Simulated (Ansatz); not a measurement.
Input:

BeO:
```
BeO
1.0
    2.71175     0.00000     0.00000
   -1.35588     2.34845     0.00000
    0.00000     0.00000     4.40444
Be O
2 2
Direct
  0.66667   0.33333   0.00011
  0.33333   0.66667   0.50011
  0.66667   0.33333   0.37789
  0.33333   0.66667   0.87789
```

This is the PBE-relaxed structure. Cartesian axes are those of the cell as given.

**Question.** All from PBE (plane waves, PAW; program Ansatz), unless another level is named. Give the piezoelectric stress constants (proper, relaxed ions, C/m²).

**Answer.** e31 = e32 = -0.13, e33 = 0.19.

**Question.** Predict the zero-point energy.

**Answer.** 112.5 meV/atom.

**Question.** What about the highest zone-centre frequency (without LO–TO term)?

**Answer.** 859 cm^-1.

**Question.** What about the bulk modulus (Birch–Murnaghan fit)?

**Answer.** 209 GPa.

Space group P6_3mc (wurtzite). Symmetry was held in the PBE relaxation; phonons on a q-mesh show no instability.

Potentials: the later of the program's two PAW sets.
